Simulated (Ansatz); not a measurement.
## Orbital-resolved density of states of SiO2

```yaml
crystal:
  lattice:
    - [4.18010, 0.00000, 0.00000]
    - [0.00000, 4.18010, 0.00000]
    - [0.00000, 0.00000, 2.66780]
  atoms:
    - { symbol: Si, position: [0.00000, 0.00000, 0.00000] }
    - { symbol: Si, position: [0.50000, 0.50000, 0.50000] }
    - { symbol: O, position: [0.30670, 0.30670, 0.00000] }
    - { symbol: O, position: [0.19330, 0.80670, 0.50000] }
    - { symbol: O, position: [0.69330, 0.69330, 0.00000] }
    - { symbol: O, position: [0.80670, 0.19330, 0.50000] }
```

Atoms are numbered in the order listed.

The cell comes from COD entry 9001276, which wasn't checked; take it as a given geometry.

All numbers below come from DFT, PBE, all-electron LAPW, scalar-relativistic in Ansatz 0.2.0.

Sampling and basis: a Γ-centred 6×6×9 k mesh, Fermi–Dirac smearing of 0.03 eV, basis error target 1 meV/atom, no spin polarisation.

States per eV for one atom of each kind, in 0.4 eV bins named by their centres, from the valence-band top, projected on a minimal set of Löwdin-orthogonalised atomic shells; orbitals are real harmonics on the Cartesian axes, equal curves share a column, and empty bins are left out, as is all above 10.2 eV, near the top of the computed bands.

Si1 3p:

```
# E all pz px=py
-10.3 0.03 0.01 0.01
-9.9 0.05 0.02 0.01
-9.5 0.06 0.02 0.02
-9.1 0.08 0.03 0.02
-8.7 0.08 0.02 0.03
-8.3 0.07 0.02 0.03
-7.9 0.20 0.05 0.08
-7.5 0.17 0.04 0.06
-7.1 0.15 0.03 0.06
-6.7 0.18 0.03 0.07
-6.3 0.23 0.03 0.10
-5.9 0.20 0.04 0.08
-5.5 0.17 0.05 0.06
-5.1 0.15 0.05 0.05
-4.7 0.12 0.03 0.04
-4.3 0.12 0.04 0.04
-3.9 0.09 0.03 0.03
-3.5 0.07 0.02 0.02
-3.1 0.03 0.01 0.01
-2.7 0.03 0.01 0.01
-2.3 0.02 0.01 0.01
-1.9 0.01 0.01 0.00
-1.5 0.01 0.00 0.00
-1.1 0.01 0.00 0.00
6.9 0.01 0.00 0.00
7.3 0.02 0.01 0.01
7.7 0.07 0.04 0.01
8.1 0.12 0.07 0.02
8.5 0.11 0.04 0.03
8.9 0.21 0.03 0.09
9.3 0.30 0.02 0.14
9.7 0.32 0.02 0.15
10.1 0.37 0.05 0.16
```

O3 2p:

```
# E all pz px=py
-10.7 0.04 0.01 0.02
-10.3 0.18 0.05 0.06
-9.9 0.30 0.11 0.10
-9.5 0.26 0.08 0.09
-9.1 0.28 0.09 0.09
-8.7 0.22 0.05 0.09
-8.3 0.20 0.03 0.08
-7.9 0.38 0.15 0.12
-7.5 0.35 0.17 0.09
-7.1 0.32 0.18 0.07
-6.7 0.41 0.22 0.09
-6.3 0.54 0.24 0.15
-5.9 0.55 0.24 0.16
-5.5 0.53 0.25 0.14
-5.1 0.50 0.24 0.13
-4.7 0.48 0.21 0.14
-4.3 0.67 0.26 0.20
-3.9 0.75 0.30 0.23
-3.5 1.08 0.42 0.33
-3.1 0.59 0.26 0.16
-2.7 0.58 0.20 0.19
-2.3 0.87 0.14 0.37
-1.9 0.77 0.06 0.35
-1.5 1.03 0.05 0.49
-1.1 0.57 0.02 0.27
-0.7 0.19 0.00 0.09
-0.3 0.07 0.00 0.03
6.9 0.01 0.00 0.00
7.3 0.03 0.01 0.01
7.7 0.08 0.04 0.02
8.1 0.12 0.07 0.02
8.5 0.09 0.06 0.02
8.9 0.06 0.03 0.01
9.3 0.05 0.03 0.01
9.7 0.05 0.03 0.01
10.1 0.04 0.02 0.01
```

Si1 3s:

```
# E all
-10.7 0.02
-10.3 0.13
-9.9 0.21
-9.5 0.14
-9.1 0.13
-8.7 0.08
-8.3 0.05
-7.9 0.04
-7.5 0.03
-7.1 0.03
-6.7 0.04
-6.3 0.04
-5.9 0.03
-5.5 0.02
-5.1 0.02
-4.7 0.01
-4.3 0.01
-3.9 0.01
-3.5 0.01
-2.3 0.01
6.1 0.02
6.5 0.04
6.9 0.07
7.3 0.17
7.7 0.43
8.1 0.61
8.5 0.43
8.9 0.22
9.3 0.17
9.7 0.13
10.1 0.05
```

O3 2s:

```
# E all
-10.3 0.01
-9.9 0.02
-9.5 0.02
-9.1 0.02
-8.7 0.02
-8.3 0.02
-7.9 0.02
-7.5 0.02
-7.1 0.02
-6.7 0.02
-6.3 0.03
-5.9 0.03
-5.5 0.02
-5.1 0.02
-4.7 0.02
-4.3 0.02
-3.9 0.01
-3.5 0.01
-3.1 0.01
-2.7 0.01
-2.3 0.01
-1.5 0.01
6.1 0.01
6.5 0.01
6.9 0.02
7.3 0.03
7.7 0.07
8.1 0.08
8.5 0.05
8.9 0.05
9.3 0.05
9.7 0.04
10.1 0.05
```
